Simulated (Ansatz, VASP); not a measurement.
## One calculation of W, two programs

```
W
1.0
    -1.57711    1.57711    1.57711
     1.57711   -1.57711    1.57711
     1.57711    1.57711   -1.57711
W
1
Cartesian
  0.0000 0.0000 0.0000
```

Alike in both runs: functional PBEsol; k mesh 20 × 20 × 20; occupations fermi-dirac, width 0.15 eV; no spin polarisation.

Ansatz relaxed the structure, and its values are those at the end. VASP's run is a single point on that final structure, the one shown.

|  | VASP | Ansatz |
| --- | --- | --- |
| version | VASP 6.6.1 | Ansatz 0.2.0 |
| potentials or method | VASP PAW PBE potentials, release 64 (W_sv) | scalar-relativistic, plane waves, PAW |
| plane-wave cutoff (eV) | 520 | 420 |
| valence electrons in the cell | 14 | 14 |

|  | VASP | Ansatz | Ansatz less VASP |
| --- | --- | --- | --- |
| gap on the k mesh at the Fermi level (eV) | none | none | - |
| pressure (GPa) | 0.7 | 0.0 | -0.66 |

A gap of «none» marks a metal or a gap that the smearing closes. The functional is the same, so the differences come from potentials, cutoffs and numerics.

Caveats: the PAW data sets were made with another functional, which shifts forces and pressure a little (VASP). The runs have no spin-orbit coupling, so splittings on W are missing.
